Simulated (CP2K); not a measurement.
## BAs in CP2K: the effect of functional

Crystal: BAs.

```
As B
1.0
     3.37785    0.00000    0.00000
     1.68892    2.92530    0.00000
     1.68892    0.97510    2.75800
As B
1 1
Cartesian
  5.0668 2.9253 2.0685
  0.0000 0.0000 0.0000
```

Alike in all runs:

| Item | Value |
| --- | --- |
| Program | CP2K 2026.2 |
| Task | atomic charges |
| Potentials or basis | POTENTIAL_UZH As GTH-PBE-q5, B GTH-PBE-q3; TZVP-MOLOPT-PBE-GTH basis |
| Density cutoff | 9184 eV |
| k mesh | 10 × 10 × 10 |
| Occupations | fermi-dirac, width 0.05 eV |
| Spin | no spin polarisation |

```csv
functional,gap on the mesh (eV),pressure (GPa)
LDA,1.03,2.4
AM05,1.08,2.3
optB88-vdW,1.34,4.5
BLYP,?,?
MS2,1.78,1.7
```

What does the run with functional BLYP give?

gap on the mesh 1.47 eV; pressure 7.6 GPa.

Caveats: the potentials were made for another functional, which shifts forces and pressure; the basis of atomic orbitals isn't converged, which shifts pressures, moduli and gaps.

A k mesh can miss the band edges.

Runs at the PBE level aren't shown here.
